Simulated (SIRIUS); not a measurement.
Runs of SIRIUS 7.12.0 on Co. The structure is hexagonal, space group P6_3/mmc (No. 194). Conventional cell: a = 2.472 Å, b = 2.472 Å, c = 4.021 Å, α = 90.00°, β = 90.00°, γ = 120.00°. Co (site symmetry -6m2) has 12 Co at 2.47 Å as nearest neighbours. 

| task | level | potentials or basis | cutoff (eV) | muffin tin radii | basis cutoff (gk_cutoff) | valence relativity | reference energy of the basis | smallest sphere radius times basis cutoff | moment (μB) |
| --- | --- | --- | --- | --- | --- | --- | --- | --- | --- |
| band structure | PBE | all-electron FP-LAPW (no relativity for the valence, core without relativity), apw+lo standard | 201 | Co 2.29 bohr | 3.84 1/bohr | none | 0.31 Ha | 8.79 | 3.14 |
| band structure | PBE | all-electron FP-LAPW (Koelling-Harmon valence), apw+lo standard | 201 | Co 2.29 bohr | 3.84 1/bohr | koelling_harmon | 0.32 Ha | 8.79 | 3.19 |
| single point | PBEsol | all-electron FP-LAPW, apw+lo standard | 210 | Co 2.24 bohr | 3.93 1/bohr | iora | 0.32 Ha | 8.8 | (a) |
| band structure | PBE | all-electron FP-LAPW (ZORA valence), apw+lo standard | 201 | Co 2.29 bohr | 3.84 1/bohr | zora | 0.32 Ha | 8.79 | 3.19 |

Alike in all rows: spin collinear, ferromagnetic start; cell as given; k mesh 12 × 12 × 7; smearing fermi-dirac 0.05 eV.

Problem. Fill in the values left out.

Solution. (a) 3.18.

Caveats: relativity is left out for the core states (some runs).
